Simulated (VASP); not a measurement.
## Ru: band structure with PBE

The system is Ru.

```
Ru
1.0
     2.68790    0.00000    0.00000
    -1.34395    2.32779    0.00000
     0.00000    0.00000    4.25521
Ru
2
Direct
  0.33333 0.66667 0.25000
  0.66667 0.33333 0.75000
```

```json
{"Program": "VASP 6.6.1", "Task": "band structure", "Functional": "PBE", "Potentials or basis": "VASP PAW PBE potentials, release 64 (Ru_pv)", "Cutoff": "520 eV", "k mesh": "15 × 15 × 9", "Occupations": "methfessel-paxton, width 0.1 eV", "Spin": "no spin polarisation", "Further INCAR settings": "ALGO = Normal; EDIFF = 1e-06"}
```

* Pressure: 11.2 GPa
* Band gap along the path: none (metal or under the smearing width)

Stress tensor (GPa, compression positive):
```
11.05  0.00  0.00
 0.00 11.05  0.00
 0.00  0.00 11.48
```

Levels at the corners of the path, in eV from the Fermi level:
```tsv
point	band 10	band 11	band 12	band 13	band 14	band 15	band 16	band 17	band 18
Γ	-2.66	-2.47	-1.95	-1.95	-1.41	-1.41	1.24	1.24	1.34
M	-3.08	-2.11	-1.80	-1.54	1.50	1.92	2.00	4.20	6.30
M	-3.08	-2.11	-1.80	-1.54	1.50	1.92	2.00	4.20	6.30
K	-3.85	-2.89	-2.89	-1.09	1.06	1.06	1.50	7.18	7.41
K	-3.85	-2.89	-2.89	-1.09	1.06	1.06	1.50	7.18	7.41
Γ	-2.66	-2.47	-1.95	-1.95	-1.41	-1.41	1.24	1.24	1.34
Γ	-2.66	-2.47	-1.95	-1.95	-1.41	-1.41	1.24	1.24	1.34
A	-2.82	-2.82	-2.82	-2.75	-2.75	0.58	0.58	0.58	0.58
A	-2.82	-2.82	-2.82	-2.75	-2.75	0.58	0.58	0.58	0.58
L	-4.64	-1.07	-1.07	0.48	0.48	1.76	1.76	3.50	3.50
L	-4.64	-1.07	-1.07	0.48	0.48	1.76	1.76	3.50	3.50
H	-4.20	-2.76	-2.76	-1.21	-1.21	1.29	1.29	8.65	8.65
H	-4.20	-2.76	-2.76	-1.21	-1.21	1.29	1.29	8.65	8.65
A	-2.82	-2.82	-2.82	-2.75	-2.75	0.58	0.58	0.58	0.58
L	-4.64	-1.07	-1.07	0.48	0.48	1.76	1.76	3.50	3.50
M	-3.08	-2.11	-1.80	-1.54	1.50	1.92	2.00	4.20	6.30
K	-3.85	-2.89	-2.89	-1.09	1.06	1.06	1.50	7.18	7.41
H	-4.20	-2.76	-2.76	-1.21	-1.21	1.29	1.29	8.65	8.65
```

Wall time 18 s on 4 MPI ranks on Intel(R) Xeon(R) Platinum 8488C (Sapphire Rapids), on a shared host, peak memory 0.19 GiB a rank.
